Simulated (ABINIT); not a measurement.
Runs of ABINIT 10.8.3 (patched build) on AlNi. It takes space group Pm-3m (No. 221, cubic). The conventional cell has a = 2.881 Å, b = 2.881 Å, c = 2.881 Å, α = 90.00°, β = 90.00°, γ = 90.00°. Ni (site symmetry m-3m) has 8 Al at 2.50 Å as nearest neighbours. Around Al (site symmetry m-3m) lie 8 Ni at 2.50 Å. 

```csv
task,level,potentials or basis,cell,k mesh,cutoff (eV),smearing,cell freedom (optcell),optimiser (ionmov),cutoff smearing ecutsm (Ha),force stop (Ha/bohr),stop of the response cycle (tolvrs),gap on the mesh (eV),pressure (GPa),moment (μB)
single point,PBE,PseudoDojo NC SR PBE v0.4.1 standard,cell relaxed,7 × 7 × 7,1333,fermi-dirac 0.05 eV,-,-,-,-,-,none,0.0,0.00
single point,LDA,PseudoDojo NC SR LDA v0.4.1 standard,as given,7 × 7 × 7,1252,fermi-dirac 0.05 eV,-,-,-,-,-,none,-9.3,0.00
relaxation of cell and atoms,PBE,PseudoDojo NC SR PBE v0.4.1 standard,relaxed,7 × 7 × 7,1333,fermi-dirac 0.05 eV,2,2,0.5,2e-05,-,none,0.0,0.00
phonons,LDA,PseudoDojo NC SR LDA v0.4.1 standard,as given,12 × 12 × 12,1252,cold (ABINIT) 0.2 eV,-,-,-,-,1e-08,none,-9.2,0.00
optical spectrum,PBE,PseudoDojo NC SR PBE v0.4.1 standard,cell relaxed at zero pressure by an earlier run,"16 × 16 × 16, shifted",1333,cold (ABINIT) 0.1 eV,-,-,0.5,-,-,-,(a),0.00
```

Alike in all rows: spin collinear, ferromagnetic start.

Fill in the values left out.

(a) 0.1.

Caveats: small starting moments can end in a higher magnetic state in this program; the cell is more than 3 GPa from zero pressure, which shifts response properties (some runs); the intraband (Drude) term is left out (some runs); spectra need much finer meshes, so this one isn't converged (some runs); independent-particle spectra lack excitons (some runs).

A gap of «none» marks a metal or a gap under the smearing width.
